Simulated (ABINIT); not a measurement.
C:

```
C
1.0
     0.00000    1.78337    1.78337
     1.78337    0.00000    1.78337
     1.78337    1.78337    0.00000
C
2
Direct
  0.75000 0.75000 0.75000
  0.50000 0.50000 0.50000
```

This isn't the form of C at room conditions, which is graphite.

Base run:

- Program: ABINIT 10.8.3 (patched build)
- Functional: PBE
- Potentials or basis: JTH PAW PBE v2.0
- Cutoff: 544 eV
- k mesh: 13 × 13 × 13
- Occupations: fermi-dirac, width 0.05 eV
- Spin: no spin polarisation

Its results: band gap on the k mesh 4.14 eV, indirect (least direct gap 5.59 eV); pressure 1.2 GPa.

Question: The run is repeated on the same cell with these changes: functional from PBE to PW91. What comes out?

Answer: Band gap on the k mesh 4.19 eV, indirect (least direct gap 5.62 eV); pressure 0.7 GPa.

Caveats: the PAW data sets were made with another functional, which shifts forces and pressure a little (some runs).

Not every run made on this cell is shown here.
